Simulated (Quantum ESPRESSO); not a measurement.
**AlN under changes of volume**

One of the cells (10.451 Å³/atom); the others are scaled copies at fixed shape and fractional positions:

```
Al N
1.0
     3.11300    0.00000    0.00000
    -1.55650    2.69594    0.00000
     0.00000    0.00000    4.98100
Al N
2 2
Cartesian
  1.5565 0.8986 2.4905
  0.0000 1.7973 0.0000
  1.5565 0.8986 4.3833
  0.0000 1.7973 1.8928
```

| Property | Result |
| --- | --- |
| Program | Quantum ESPRESSO 7.5 |
| Functional | PBEsol |
| Potentials or basis | PseudoDojo 0.4.1 SR PBEsol standard |
| Cutoff | 1143 eV |
| Density cutoff | 4572 eV |
| k mesh | 10 × 10 × 6 |
| Occupations | fermi-dirac, width 0.05 eV |
| Spin | no spin polarisation |

```csv
volume (Å³/atom),energy over the lowest point (meV/atom),pressure (GPa),gap on the mesh (eV),largest force (eV/Å)
9.824,26.72,14.2,4.69,0.182
10.033,?,?,?,?
10.242,2.89,4.4,4.31,0.148
10.451,0.00,0.1,4.14,0.132
10.660,2.39,-3.7,3.96,0.118
10.869,9.56,-7.2,3.80,0.104
11.078,21.07,-10.4,3.64,0.091
```

**Question.** What does the run at 10.033 Å³/atom give?

**Answer.** Energy over the lowest point 11.59 meV/atom; pressure 9.0 GPa; gap on the mesh 4.50 eV; largest force 0.164 eV/Å.

Worked out: A Birch-Murnaghan fit of order 3 (a polynomial in V^(-2/3)) to the other rows has its minimum at 10.46 Å³/atom with B0 = V·E''(V) = 202 GPa and B' = 3.9 at fixed shape and positions, which overstates the stiffness. It gives 11.59 meV/atom at 10.033 Å³/atom, against the run's 11.59, and -dE/dV = 9.1 GPa, against 9.0. A straight line through the other rows of the gap, of slope -8.74 eV per unit of ln V (its deformation potential), gives 4.50 eV, against the run's 4.50.

Energies are extrapolated to zero smearing.

A mesh can miss the band edges.
